## What decides how large a computed crystal is?

Why do nine calculations of the same GaSb crystal disagree about the room each atom takes? The equilibrium volume is the volume at which the energy is lowest, where the forces that press the atoms together and those that push them apart balance. In the table below it varies by 2.53 Å³/atom, which is about 3 % in the lattice constant. That is enough to spoil a calculated density or a lattice match between two semiconductor layers.

Kohn–Sham DFT of GaSb (space group F-43m) without spin polarization, with plane-wave cutoffs listed under basis and Fermi–Dirac smearing of 0.05 eV in every run. Equilibrium volumes are for a static lattice, from cell relaxation for PBE and PBEsol0 and from energy–volume fits for the other methods.

| method | rung | program | potentials | basis | spin orbit | k mesh | equilibrium volume (Å³/atom) |
| --- | --- | --- | --- | --- | --- | --- | --- |
| LDA | LDA | Ansatz | PseudoDojo LDA | 1143 eV | no | 8x8x8 2-atom cell | 27.64 |
| PBE | GGA | ABINIT | PseudoDojo NC SR PBE v0.4.1 standard | 1088 eV | no | 6x6x6 2-atom cell | 30.09 |
| PBEsol | GGA | Ansatz | Ansatz PAW | 420 eV | yes | 8x8x8 2-atom cell | 28.56 |
| PBEsol-D3(BJ) | GGA | Ansatz | Ansatz PAW | 420 eV | no | 8x8x8 2-atom cell | 27.56 |
| PBEsol-D4 | GGA | GPAW | PAW data sets made by gpaw setup for the functional | 600 eV | no | 6x6x6 2-atom cell | 27.88 |
| revPBE-D3 | GGA | GPAW | GPAW PAW data sets (gpaw data 1.2.1) | 600 eV | no | 6x6x6 2-atom cell | 29.39 |
| r2SCAN-D4 | meta-GGA | Ansatz | Ansatz PAW | 500 eV | no | 8x8x8 2-atom cell | 28.44 |
| HSE03 | hybrid | Ansatz | Ansatz PAW | 420 eV | no | 4x4x4 2-atom cell | 29.18 |
| PBEsol0 | hybrid | Ansatz | Ansatz PAW | 420 eV | no | 4x4x4 2-atom cell | 28.05 |

The tempting explanation is the column headed rung. It ranks the methods by the ingredients of their density functional: LDA uses the local density, a GGA adds its gradient, a meta-GGA adds the kinetic-energy density, and a hybrid mixes in exact exchange. If the rung decided the volume, methods on one rung would agree better with each other than with the rest. Instead, the GGA rung alone contains both the smallest volume and the largest. Dispersion corrections widen that range, but PBE and PBEsol, which have none, already differ by 1.53 Å³/atom, and the hybrid HSE03 falls between them. The rung is therefore a poor guide to the order.

A second explanation blames the programs and their potentials. Yet the volumes from Ansatz alone span 1.62 Å³/atom, and those from GPAW alone span 1.51. A more direct test takes the D4 dispersion energy off the GPAW curve for PBEsol-D4 and looks for the new minimum. It lies within 0.04 Å³/atom of the PBEsol volume from Ansatz. This is a single pair, which also differs in k mesh and spin-orbit coupling, so small errors may cancel in it, but here the change of program matters far less than the change of functional.

What remains is the content of the functional, and its first part is the treatment of density gradients. When a crystal expands, the density between its atoms thins out and varies more strongly relative to its own size. Gradient-corrected exchange lowers the energy of such uneven densities, and so it favours a larger crystal. LDA has no such term, PBEsol has a weak one and PBE a stronger one. The volumes follow that order: PBEsol lies 0.92 Å³/atom above LDA, and PBE another 1.53 above PBEsol.

The second part is dispersion, the attraction between fluctuating charges. It grows as atoms approach, so it pulls the crystal inward. A spring with a small weight hung on it is a useful simpler system: its length changes by the force divided by the stiffness. In the crystal, the pull $p$ is the slope of the dispersion energy with volume, and the stiffness is the bulk modulus $B$. The crystal shrinks until its own resistance, roughly $B\,\Delta V/V$, balances the pull:

$$\Delta V \approx V\,\frac{p}{B}.$$

For D4 added to PBEsol, the calculated dispersion energy gives a pull of 1.30 GPa, and the mean bulk modulus of the PBEsol and PBEsol-D4 runs is 52.55 GPa. With the volume midway between the two minima, $V=(28.56+27.88)/2=28.22$ Å³/atom, the estimate is

$$\Delta V \approx 28.22\times\frac{1.30}{52.55}\approx 0.70\ \text{Å}^3\text{/atom}.$$

The two rows of the table differ by 0.68 Å³/atom. The formula has no adjustable constant, but it takes its volume, pull and modulus from these same runs. It therefore tests whether dispersion accounts for the contraction, not whether D4 has the right strength. The spring picture holds because the change is small; over a wide range of volumes both the pull and the stiffness change.

The row revPBE-D3 shows how misleading a total can be. Its volume is smaller than that of PBE, although revPBE favours uneven densities even more strongly. With the D3 energy removed, the crystal still pushes outward at 30.34 Å³/atom, the largest volume calculated. Dispersion has therefore shrunk it by at least 0.95 Å³/atom, and a rough extrapolation puts the bare minimum near 30.8. A strongly expanding functional and a strong inward pull have combined to give a volume between those of PBEsol and PBE.

The same caution applies to r2SCAN-D4. Its volume already includes a D4 contraction whose size was not tested separately. It cannot be read as the effect of the meta-GGA ingredient alone.

The hybrids offer a further test of the gradient terms, because each inherits most of its exchange from a GGA parent. HSE03 is built on PBE, and PBEsol0 on PBEsol. Both have smaller volumes than their parents, by 0.91 and 0.51 Å³/atom respectively. In these runs the shift is not a fixed amount: the more expanded parent shrinks more.

A simple argument makes sense of this. Suppose that each hybrid replaces a quarter of the parent's exchange by exact exchange, which contains no choice between the PBE and PBEsol gradient terms. Three quarters of the parents' difference should then survive, which is $0.75\times1.53\approx1.15$ Å³/atom. The two hybrids differ by 1.13, whereas an equal shift for both would have left the full 1.53.

That agreement is closer than the argument deserves. PBE and PBEsol also differ in correlation, which is not diluted, and HSE03 uses exact exchange only at short range. The k mesh is coarse in some runs, most of all in the hybrids, and its effect on the volume was not checked here. In addition, the PBE parent comes from another program and other potentials than HSE03. The PBE run also finds no band gap, although real GaSb is a semiconductor and PBEsol0 gives a gap of 1.6 eV, so the runs compared do not all describe the same kind of electronic state. GGAs commonly make gaps too small, and how far this affects the volume is untested. The numbers favour dilution over an equal shift, but they do not fix the factor of three quarters. Nor does a diluted difference between the parents explain why both hybrids are smaller than their parents.

The explanation that survives is thus the content of each functional: gradient terms expand the crystal, and a dispersion correction, where one is added, contracts it. Both hybrids lie below their parents, and exact exchange probably dilutes the difference between those parents. To guess the order for a similar semiconductor, start from the parent functional, not from the rung. Then ask how strong the added dispersion pull is and how stiff the crystal is: for the same pull, a softer crystal shrinks more. The printed analysis after this section gives the differences and estimates behind this comparison.

For practical work, a similar volume is weak evidence that two methods contain the same physics. LDA and PBEsol-D3(BJ) differ by only 0.08 Å³/atom, too little to rank them across different potentials. Yet the first has neither a gradient term nor a dispersion term, while the second has both. Densities or lattice constants from different sources should therefore be compared only after checking both the parent functional and the dispersion correction.

Numerical output:

```
Range of all volumes (A^3/atom): 2.53
Same range as a difference in lattice constant (percent): 2.971
Range within the GGA rung (A^3/atom): 2.53
Mean volume of the GGA rung (A^3/atom): 28.7
Mean volume of the hybrid rung (A^3/atom): 28.62
Range within Ansatz (A^3/atom): 1.62
Range within GPAW (A^3/atom): 1.51
GPAW PBEsol volume with D4 taken off, parabola through three points (A^3/atom): 28.6
That volume less Ansatz PBEsol (A^3/atom): 0.0382
Contraction by D4 within GPAW (A^3/atom): 0.7182
Inward pull of D4 between the two minima (GPa): 1.304
Mean bulk modulus used (GPa): 52.55
Contraction by D4 estimated as volume times pull over modulus (A^3/atom): 0.7004
PBEsol less PBEsol-D4 in the table (A^3/atom): 0.68
PBEsol less PBEsol-D3(BJ) in the table (A^3/atom): 1
Inward pull of D3 on revPBE at the end of the scan (GPa): 2.137
Outward pressure of bare revPBE at 30.34 A^3/atom (GPa): 0.6289
Least contraction of revPBE by D3 (A^3/atom): 0.952
Rough extrapolated volume of bare revPBE (A^3/atom): 30.75
PBEsol less LDA (A^3/atom): 0.92
PBE less PBEsol, the parents (A^3/atom): 1.53
Three quarters of the parents' difference (A^3/atom): 1.148
HSE03 less PBEsol0, the hybrids (A^3/atom): 1.13
HSE03 less its parent PBE (A^3/atom): -0.91
PBEsol0 less its parent PBEsol (A^3/atom): -0.51
```
